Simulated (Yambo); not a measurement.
## SiC (Moissanite 3C): Hartree-Fock levels with LDA

**Measured values to compare with.**

From “Insight into the structural, elastic and electronic properties of a new orthorhombic 6O-SiC polytype”, 2020, pmc:7200658, for a bulk crystal of SiC: band gap 2.4 eV (indirect).

The system is SiC (Moissanite 3C).

```
CELL_PARAMETERS angstrom
0.00000 2.17900 2.17900
2.17900 0.00000 2.17900
2.17900 2.17900 0.00000
ATOMIC_POSITIONS crystal
Si 0.00000 0.00000 0.00000
C 0.75000 0.75000 0.75000
```

```yaml
Program: Yambo 5.3.0
Task: Hartree-Fock levels
Functional: LDA
Potentials_or_basis: PseudoDojo 0.4.1 SR LDA standard
Cutoff: 1116 eV
Density_cutoff: 4463 eV
k_mesh: 6 × 6 × 6
Occupations: fixed
Spin: no spin polarisation
k_mesh_of_the_self-consistent_run: 10 × 10 × 10
Form_of_the_LDA: PW92
Random_integration_of_the_Coulomb_term: yes
States_corrected: all k points
Cutoff_of_exchange_and_Vxc: 82 Ry
Bands_corrected_first_last: "[2, 6]"
```

```yaml
Band_gap_on_the_k_mesh_mean-field_level: 1.33 eV, indirect (least direct gap 4.53 eV)
Quasiparticle_gap: 8.18 eV
Least_direct_quasiparticle_gap: 12.57 eV
Quasiparticle_gap_at_Γ: 14.58 eV
Band_gap_of_the_same_states_before_the_correction: 1.33 eV
```

Quasiparticle terms (eV):
```tsv
k point	band	Kohn-Sham level	Vxc	Σx	Σc	Z	result
(0.000, 0.000, 0.000)	2	0.00	-14.83	-17.46	-	-	-2.63
(0.000, 0.000, 0.000)	3	0.00	-14.83	-17.46	-	-	-2.63
(0.000, 0.000, 0.000)	4	0.00	-14.83	-17.46	-	-	-2.63
(0.000, 0.000, 0.000)	5	6.29	-13.27	-7.60	-	-	11.95
(0.000, 0.000, 0.000)	6	7.20	-11.39	-5.89	-	-	12.70
(0.000, 0.000, 0.167)	2	-2.35	-13.89	-17.38	-	-	-5.84
(0.000, 0.000, 0.167)	3	-0.33	-14.64	-17.39	-	-	-3.08
(0.000, 0.000, 0.167)	4	-0.33	-14.64	-17.39	-	-	-3.08
(0.000, 0.000, 0.167)	5	6.31	-12.19	-6.73	-	-	11.77
(0.000, 0.000, 0.167)	6	7.72	-11.54	-5.82	-	-	13.44
(0.000, 0.000, 0.333)	2	-6.16	-12.96	-18.02	-	-	-11.23
(0.000, 0.000, 0.333)	3	-0.85	-14.46	-17.42	-	-	-3.82
(0.000, 0.000, 0.333)	4	-0.85	-14.46	-17.42	-	-	-3.82
(0.000, 0.000, 0.333)	5	5.64	-12.17	-6.88	-	-	10.94
(0.000, 0.000, 0.333)	6	7.56	-11.27	-5.55	-	-	13.28
(0.000, 0.000, -0.500)	2	-8.56	-12.12	-17.94	-	-	-14.38
(0.000, 0.000, -0.500)	3	-1.06	-14.41	-17.47	-	-	-4.12
(0.000, 0.000, -0.500)	4	-1.06	-14.41	-17.47	-	-	-4.12
(0.000, 0.000, -0.500)	5	5.39	-12.25	-7.00	-	-	10.63
(0.000, 0.000, -0.500)	6	7.15	-11.10	-5.49	-	-	12.76
```

Wall time 45 s on 1 thread of Intel(R) Xeon(R) Platinum 8488C (Sapphire Rapids) (shared host).

A measured gap of SiC is 2.4 eV (indirect; quoted in “Insight into the structural, elastic and electronic properties of a new orthorhombic 6O-SiC polytype”, 2020, pmc:7200658); the calculated 8.18 eV misses it by +5.78 eV. So large a miss can be the level of theory's own, or it may mean another phase, state or a wrong row. The value is that of Hartree-Fock on LDA, without temperature or zero-point motion.
